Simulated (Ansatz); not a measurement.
Set up this calculation in Ansatz 0.2.0, as the native input.

| Property | Result |
| --- | --- |
| Task | relaxation of cell and atoms |
| Functional | PBEsol |
| Potentials or basis | all-electron LAPW, scalar-relativistic |
| Basis error allowed | 0.001 eV/atom |
| k mesh | 8 × 8 × 8 |
| Occupations | fermi-dirac, width 0.05 eV |
| Spin | no spin polarisation |

The system is InP.

```
CELL_PARAMETERS angstrom
0.00000 2.93050 2.93050
2.93050 0.00000 2.93050
2.93050 2.93050 0.00000
ATOMIC_POSITIONS crystal
In 0.00000 0.00000 0.00000
P 0.75000 0.75000 0.75000
```

The input as run:

input.yaml

```yaml
crystal:
  lattice:
    - [0.0, 2.9305, 2.9305]
    - [2.9305, 0.0, 2.9305]
    - [2.9305, 2.9305, 0.0]
  atoms:
    - { symbol: In, position: [0.0, 0.0, 0.0] }
    - { symbol: P, position: [0.75, 0.75, 0.75] }
kpoints:
  mp_grid: { grid: [8, 8, 8] }
scf:
  occupations: { method: fermi_dirac, width: 0.05 }
hamiltonian:
  xc: pbesol
  pseudopotentials: { kind: all_electron, lapw: { basis_error: 0.001 } }
output:
  forces: true
  stress: true
relax:
  f_tol: 0.02
  max_steps: 60
  cell: {}
```

Potentials or basis: all-electron LAPW, scalar-relativistic.

Launch:

```console
$ ansatz run input.yaml --threads 1 --pin off --max-ram 3072MiB --backend cpu --events-out ev --progress --plain --runs-dir out
```

Results of the run:

- Relaxed volume: 25.39 Å³/atom
- Relaxed cell: a = 4.157 Å, b = 4.157 Å, c = 4.157 Å, α = 60.00°, β = 60.00°, γ = 60.00°
- Space group after relaxing (to 0.05 Å): F-43m (No. 216)
- Energy gained by relaxing: 0.4 meV/atom
- Ionic steps: 4
- Pressure after relaxing: 0.0 GPa
- Band gap on the k mesh: 0.57 eV

Caveat: spin-orbit coupling is left out, which moves the levels of the heavy elements.

It took 23 s on 1 thread of Arm Neoverse V2, with other jobs on the host, peak memory 0.28 GiB.
